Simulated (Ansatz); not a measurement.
Li2Se

**The experiment.** The Crystallography Open Database holds a cell as deposited of cubic Li2Se (space group Fm-3m), temperature not stated (1963): a = 6.005 Å, 18.05 Å³/atom.

Level of theory: DFT, PBE, scalar-relativistic, no spin polarisation; plane waves to 420 eV with PAW datasets (Ansatz 0.2.0), Γ-centred 10×10×10 mesh, 0.05 eV Gaussian smearing. The datasets are Ansatz's generated set soft_2.

```cif
data_structure
_symmetry_space_group_name_H-M 'Fm-3m'
_symmetry_Int_Tables_number 225
_cell_length_a 6.0064
_cell_length_b 6.0064
_cell_length_c 6.0064
_cell_angle_alpha 90.000
_cell_angle_beta 90.000
_cell_angle_gamma 90.000
_cell_volume 216.69
loop_
_atom_site_label
_atom_site_type_symbol
_atom_site_symmetry_multiplicity
_atom_site_Wyckoff_symbol
_atom_site_fract_x
_atom_site_fract_y
_atom_site_fract_z
_atom_site_occupancy
Li1 Li 8 c 0.25000 0.75000 0.75000 1
Se1 Se 4 a 0.00000 0.00000 0.00000 1
```

The chain of runs began from a cell as deposited in COD, expanded in volume.

The cell above was scaled in volume, its shape and atoms being fixed by the lattice's symmetry. Energies are counted from the cell above.

```csv
V (Å³/atom),ΔE (meV/atom),P (GPa),gap on the mesh (eV)
17.34,3.2,1.49,2.95
17.70,0.8,0.71,2.97
18.06,0.0,0.00,2.98
18.42,0.7,-0.64,3.00
18.78,?,?,?
```

(1) Fill in the withheld row.

(2) What do the points give for the equilibrium volume, the bulk modulus and its pressure derivative (third-order Birch–Murnaghan)?

Answers:

(1) ΔE (meV/atom): 2.9, P (GPa): -1.23, gap on the mesh (eV): 3.01.

(2) V0 = 18.06 Å³/atom, B0 = 34 GPa, B0′ = 3.9.

B0·V0 = 33.7 GPa × 18.06 Å³ = 3.80 eV/atom sets the scale: near the minimum ΔE ≈ ½ B0 V0 x², with x = V/V0 − 1, and a pressure of 0.3 GPa squeezes the volume by about 1 %. At the ends of the curve: x = −4.0 % predicts 3.0 meV/atom and the run gives 3.2; x = +4.0 % predicts 3.0 meV/atom and the run gives 2.9. The lopsidedness is anharmonic: atoms resist being pushed together more than being pulled apart.

**Against experiment.** PBE gives 6.006 Å and 18.06 Å³/atom, +0.1 % in volume (+0.0 % in length) from the database's cell. Agreement this close is partly luck: the calculation is for a static lattice, the crystal has zero-point motion and thermal expansion, roughly 2.0 to 5.1 % in volume at 300 K (room temperature assumed) by Grüneisen's rule, γ·3k_BT/(B0·V0) with γ of 1 to 2.5.

Semilocal functionals underestimate band gaps, commonly by a third or more.
